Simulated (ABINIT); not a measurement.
KCl (Sylvite):

```xyz
2
Lattice="0.0000 3.1465 3.1465 3.1465 0.0000 3.1465 3.1465 3.1465 0.0000" Properties=species:S:1:pos:R:3 pbc="T T T"
K     0.0000    0.0000    0.0000
Cl    3.1465    3.1465    3.1465
```

```yaml
Program: ABINIT 10.8.3 (patched build)
Task: single point
Functional: PBE
Potentials_or_basis: JTH PAW PBE v2.0
Cutoff: 680 eV
k_mesh: 7 × 7 × 7
Occupations: fermi-dirac, width 0.05 eV
Spin: no spin polarisation
```

On this cell: pressure 0.8 GPa; largest force zero by symmetry; band gap on the k mesh 5.19 eV, direct.

The same run follows on a disturbed copy (atoms moved at random, drawn with an rms of 0.05 Å):

```
K Cl
1.0
     0.00000    3.14647    3.14647
     3.14647    0.00000    3.14647
     3.14647    3.14647    0.00000
K Cl
1 1
Direct
  0.98882 0.01186 0.99803
  0.48303 0.50210 0.50564
```

What changes?

The energy moves by +0.8 meV/atom; pressure 0.8 GPa; largest force 0.063 eV/Å; band gap on the k mesh 5.19 eV, direct.

Forces on the atoms (eV/Å):
```
K   -0.008  0.009 -0.062
Cl   0.008 -0.009  0.062
```

Caveats: an odd mesh through Γ misses points on the zone boundary, where band edges often lie.
